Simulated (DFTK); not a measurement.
Runs of DFTK 0.8.2 on W. Symmetry: Im-3m, No. 229, cubic system. Conventional cell: a = 3.165 Å, b = 3.165 Å, c = 3.165 Å, α = 90.00°, β = 90.00°, γ = 90.00°. W (site symmetry m-3m) is surrounded by 8 W at 2.74 Å. 

| task | level | potentials or basis | k mesh | cutoff (eV) | valence electrons | mesh quality | gap on the mesh (eV) | pressure (GPa) | V0 of scaled cells (Å³/atom) | B0 (GPa) |
| --- | --- | --- | --- | --- | --- | --- | --- | --- | --- | --- |
| band structure | PBE | SG15 1.2 (PBE) | 12 × 12 × 12 | 952 | W 28 | not flagged | none | 6.2 | - | - |
| equation of state | PBE | dojo.nc.sr.pbe.v0_4_1.standard.upf (PBE) | 12 × 12 × 12 | 1007 | W 14 | not flagged | - | - | 16.15 | (c) |
| band structure | LDA-Teter93 | dojo.nc.sr.lda.v0_4_1.stringent.upf (LDA) | 11 × 11 × 11 | 1687 | W 28 | not flagged | none | -8.8 | - | - |
| equation of state | PBEsol | SG15 1.2 (PBE) | 8 × 8 × 8 | 952 | W 28 | not flagged | - | - | 15.64 | (a) |
| equation of state | r2SCAN | SG15 1.2 (PBE) | 7 × 7 × 7 | 1225 | W 28 | coarse | - | - | (b) | 308 |

Alike in all rows: no spin polarisation; cell as given; smearing fermi-dirac 0.05 eV.

Question: Fill in the values left out.

Answer: (a) 326; (b) 15.28; (c) 301.

Caveats: some runs use coarse meshes; the potentials were made for another functional, which shifts forces and pressure (some runs).

A k mesh can miss the band edges, and the runs leave out spin-orbit coupling on W.

A gap of «none» marks a metal or a gap under the smearing width.

Not every run made on this cell is shown here.
